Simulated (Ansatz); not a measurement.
# BAs: where the heat goes in a short trajectory

Theory: DFT PBE, scalar-relativistic, plane waves, PAW in Ansatz 0.2.0. The runs took a 420 eV cutoff, a shifted (0.5, 0.5, 0.5 steps) 2×2×2 mesh and Fermi–Dirac smearing (0.02 eV). The mesh is coarse. No spin polarisation.

16 atoms start on the lattice sites below (V = 218.0 Å³, 1.00 times the source cell's; static pressure 2.75 GPa, largest force component 0.03 eV/Å) with velocities drawn for 200 K; Nosé–Hoover thermostat aiming at the same temperature, fixed cell, 43 steps of 0.75 fs.

```yaml
crystal:
  lattice:
    - [4.77700, 0.00000, 4.77700]
    - [4.77700, 4.77700, 0.00000]
    - [0.00000, 4.77700, 4.77700]
  atoms:
    - { symbol: B, position: [0.00000, 0.00000, 0.00000] }
    - { symbol: B, position: [0.00000, 0.50000, 0.00000] }
    - { symbol: B, position: [0.50000, 0.00000, 0.00000] }
    - { symbol: B, position: [0.50000, 0.50000, 0.00000] }
    - { symbol: B, position: [0.00000, 0.00000, 0.50000] }
    - { symbol: B, position: [0.00000, 0.50000, 0.50000] }
    - { symbol: B, position: [0.50000, 0.00000, 0.50000] }
    - { symbol: B, position: [0.50000, 0.50000, 0.50000] }
    - { symbol: As, position: [0.37500, 0.37500, 0.37500] }
    - { symbol: As, position: [0.37500, 0.87500, 0.37500] }
    - { symbol: As, position: [0.87500, 0.37500, 0.37500] }
    - { symbol: As, position: [0.87500, 0.87500, 0.37500] }
    - { symbol: As, position: [0.37500, 0.37500, 0.87500] }
    - { symbol: As, position: [0.37500, 0.87500, 0.87500] }
    - { symbol: As, position: [0.87500, 0.37500, 0.87500] }
    - { symbol: As, position: [0.87500, 0.87500, 0.87500] }
```

```csv
t (fs),T (K),kinetic energy (meV/atom),potential energy over the first frame (meV/atom),P with the kinetic part (GPa)
0.0,200,24.2,0.0,2.95
2.2,191,23.1,1.1,2.96
4.5,166,20.2,4.1,3.00
6.8,134,16.2,8.1,3.04
9.0,102,12.3,11.9,3.08
11.2,80,9.7,14.6,3.10
13.5,73,8.8,15.5,3.10
15.8,80,9.7,14.6,3.08
18.0,98,11.8,12.5,3.04
20.2,117,14.2,10.2,2.99
22.5,131,15.9,8.6,2.96
24.8,133,16.2,8.3,2.94
27.0,122,14.8,9.8,2.94
29.2,101,12.2,12.5,2.96
31.5,74,8.9,15.8,2.98
```

T counts 3N − 3 degrees of freedom. Means over every step of the second half, not only the rows shown: T = 109 K, kinetic energy 13.3 meV/atom, potential energy 11.2 meV/atom, P = 2.98 GPa.

Does the potential energy follow equipartition for harmonic vibrations?

In a harmonic crystal each vibration holds as much potential as kinetic energy on average, here 13.3 meV/atom. The run has 11.2, a ratio of 0.85. That is near one, as for a crystal vibrating about its sites. So short a run gives a rough mean. T is still well under the temperature that the thermostat aims for.

Split the rise of pressure into the kinetic part and the rest. Can a thermal Grüneisen parameter be estimated?

The program counts the kinetic part as N k_B T/V = 0.11 GPa. The pressure lies 0.23 GPa over the static one in all, so the forces add 0.12 GPa. For a harmonic mode with ω ∝ V^(−γ) and an amplitude that scales with the cell, the forces add (2γ − 2/3)U/V, which needs no equipartition; when U equals the kinetic energy K, this and the kinetic part 2K/(3V) sum to the Mie–Grüneisen γE_th/V. With U = N × 11.2 meV, γ = 1/3 + V ΔP_forces/(2U) = 0.78, for harmonic vibrations a mean over the modes weighted by their potential energy, for uniform scaling of the cell (in a layered or otherwise anisotropic crystal this differs from γ under hydrostatic pressure). Most solids fall between 1 and 3, and tetrahedral, framework and layered ones often lower; anharmonic motion and pressure swings in a cell of 16 atoms make this value uncertain by tenths or more.